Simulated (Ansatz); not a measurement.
The cell is COD entry 9017842, as deposited and not checked against the literature; nothing was relaxed.

Ru: DFT, PBEsol, PAW with Ansatz's default frozen-core files, scalar-relativistic (Ansatz 0.2.0). What sets it apart from a plain run of this crystal: functional pbesol.

```yaml
crystal:
  lattice:
    - [2.7057993342, 0.0, 0.0]
    - [-1.3528996671, 2.343290961, 0.0]
    - [0.0, 0.0, 4.2819]
  atoms:
    - { symbol: Ru, position: [0.3333333333, 0.6666666667, 0.25] }
    - { symbol: Ru, position: [0.6666666667, 0.3333333333, 0.75] }
kpoints:
  mp_grid: { grid: [14, 14, 8] }
  band_path:
    path:
      - [0.0, 0.0, 0.0]
      - [0.5, 0.0, 0.0]
      - [0.3333333333, 0.3333333333, 0.0]
      - [0.0, 0.0, 0.0]
      - [0.0, 0.0, 0.5]
      - [0.5, 0.0, 0.5]
      - [0.3333333333, 0.3333333333, 0.5]
      - [0.0, 0.0, 0.5]
      - [0.5, 0.0, 0.5]
    npoints: 5
scf:
  occupations: { method: fermi_dirac, width: 0.03 }
hamiltonian:
  xc: pbesol
  pseudopotentials: { kind: paw }
output:
  forces: true
  stress: true
  eigenvalues: true
  efg: { contact_densities: true }
```

Output (standing set-up lines are left out):

```
Functional definition: PBEsol
  exchange = pbesol_x
  correlation = pbesol_c
PAW frozen core: Ru, regenerated for the run's functional, and the local potential with it (the file was generated under x = pbe(κ = 0.804, μ = 0.2195149727645171), c = pbe(β = 0.06672455060314922))
Functional: x = pbesol(κ = 0.804, μ = 0.12345679012345678), c = pbesol(β = 0.046)
SCF iter   1: F=—  HF=-11632.998789 eV  |F-HF|=—  |Δ(HF+E_count)|=         —  Δρ=1.07e-2  dr2=1.95e-2  ethr=1.77e-3  ⟨swp⟩=5.3  Hψ=9536  notcnv=0
preconditioner: auto → none  [metal: Δε(μ)=0.024 eV  Ē_g=5.876 eV  σ=0.030 eV  W_gap=0.20  n_scr=8 (ndim 8)  ℏωp=28.5 eV  f_vac=0.000  D(μ)=2.43/eV (n_scr^D=34)  sad-step TF]
SCF iter   2: F=—  HF=-11632.995995 eV  |F-HF|=—  |Δ(HF+E_count)|=   2.79e-3  Δρ=5.58e-3  dr2=4.97e-3  ethr=6.11e-5  ⟨swp⟩=2.0  Hψ=5737  notcnv=0  defer=13
SCF iter   3: F=—  HF=-11632.995081 eV  |F-HF|=—  |Δ(HF+E_count)|=   9.14e-4  Δρ=3.41e-4  dr2=9.36e-6  ethr=1.55e-5  ⟨swp⟩=2.0  Hψ=3797  notcnv=0  defer=13
SCF iter   4: F=—  HF=-11632.995072 eV  |F-HF|=—  |Δ(HF+E_count)|=   8.73e-6  Δρ=7.92e-5  dr2=1.02e-6  ethr=2.93e-8  ⟨swp⟩=2.0  Hψ=4318  notcnv=0  defer=13
iter 5 did not close the SCF: its close was put off for the readings that it lacked (scf_convergence_deferred on its scf_iter line)
SCF iter   5: F=-11632.995072 eV  HF=-11632.995072 eV  |F-HF|=2.08e-8  |Δ(HF+E_count)|=   1.19e-7  Δρ=1.76e-5  dr2=3.49e-8  ethr=3.20e-9  ⟨swp⟩=2.0  Hψ=3947  notcnv=0  defer=13
SCF iter   6: F=-11632.995072 eV  HF=-11632.995072 eV  |F-HF|=8.06e-10  |Δ(HF+E_count)|=   1.16e-8  Δρ=3.75e-6  dr2=1.91e-9  ethr=1.09e-10  ⟨swp⟩=2.8  Hψ=9109  notcnv=0
SCF 1 converged in 6 iterations: F = -11632.995072 eV  dr2 = 1.91e-9
  greatest PAW one-centre occupation: 0.998 electrons in one spin orbital (limit 2), on the Ru atom at site 1 (counted from 0), in its partial waves of l = 0
NSCF: frozen V_eff on 41 k-points
SCF converged after 6 iterations
Free energy (F): -11632.995072 eV
Harris-Foulkes:  -11632.995072 eV  (|F-HF|=8.06e-10)
Internal energy: -11632.988197 eV  (E = F + TS)
E sigma→0 (E₀):  -11632.991634 eV
Entropy (-TS):   -0.006875 eV (-3.438 meV/atom)
Fermi energy:    23.365427 eV
--- Per-component energies (eV) ---
  E_band       = -110.070020
  E_kinetic    = 1027.798492
  E_local      = -2515.579279  (includes V_loc(G=0)·N_el)
  E_nonlocal   = 689.181789
  E_hartree    = 805.250770
  E_xc         = -379.025531
  E_vxc        = -477.466900  (∫ρ·V_xc dr)
  E_paw        = -6798.664600  (= ΣΔE_a)
  E_vpaw       = -444.507149  (= ΣTr[D̂ρ^β])
  E_aug_tail   = -0.000419  (compensation charges beyond the density's cutoff)
  E_ewald      = -4462.456013
  E_core_change = 0.506592  (= ΣΔE_core)
  E_smearing   = -0.006875  (= −TS)
  E_closure    = 0.000000  (closes the sum)
  Σ components = -11632.995072   (vs F -11632.995072, Δ=0.00e0)
--- Forces (eV/Å), atoms counted from 1 ---
  atom   1  Ru     0.00000000     0.00000000     0.00000000
  atom   2  Ru     0.00000000    -0.00000000     0.00000000
  max |Σ_I F_I| component: 0.00e0 eV/Å
--- Stress (GPa, compression-positive) ---
       -5.559923       0.000000       0.000000
        0.000000      -5.559923       0.000000
        0.000000       0.000000      -7.631876
  P = ⅓ Tr σ = -6.2506 GPa (-62.506 kbar)
--- PAW observables at the nuclei: V_zz in 10²¹ V/m², potentials from the cell's mean, atoms counted from 1 ---
  atom   1  Ru V_zz =    -0.935626   η = 0.0000   by run symmetry: allowed
            electrostatic potential = -6805.265319 V   contact ρ = 718383.735370 e/Å³
  atom   2  Ru V_zz =    -0.935626   η = 0.0000   by run symmetry: allowed
            electrostatic potential = -6805.265319 V   contact ρ = 718383.735370 e/Å³
--- Band table (eV; the first three rows and the last of 120) ---
  k-point 0: bands = ["-49.6850", "-49.4782", "-20.2008", "-19.2529", "-19.2529", "-19.0815", "-19.0815", "-19.0463", "15.3202", "17.1389", "20.7746", "20.7746", "20.9461", "21.4611", "21.4611", "21.9873", "21.9873", "24.5749", "24.5749", "24.6120"]
  k-point 1: bands = ["-49.6772", "-49.4862", "-20.1588", "-19.2465", "-19.2465", "-19.0925", "-19.0880", "-19.0880", "15.4952", "17.1960", "20.6748", "20.6748", "20.8591", "21.3582", "21.3582", "22.2251", "22.2251", "24.0400", "24.5839", "24.5839"]
  k-point 2: bands = ["-49.6551", "-49.5089", "-20.0384", "-19.2280", "-19.2280", "-19.2227", "-19.1068", "-19.1068", "15.9876", "17.3362", "20.5370", "20.5370", "20.6449", "21.1088", "21.1088", "22.7555", "22.7555", "22.7719", "24.5442", "24.5442"]
  k-point 119: bands = ["-49.4624", "-49.4624", "-19.9639", "-19.9639", "-19.6696", "-19.6696", "-19.2439", "-19.2439", "18.5301", "18.5301", "19.3378", "19.3378", "20.6371", "20.6371", "22.2425", "22.2425", "24.6513", "24.6513", "31.3312", "31.3312"]
```
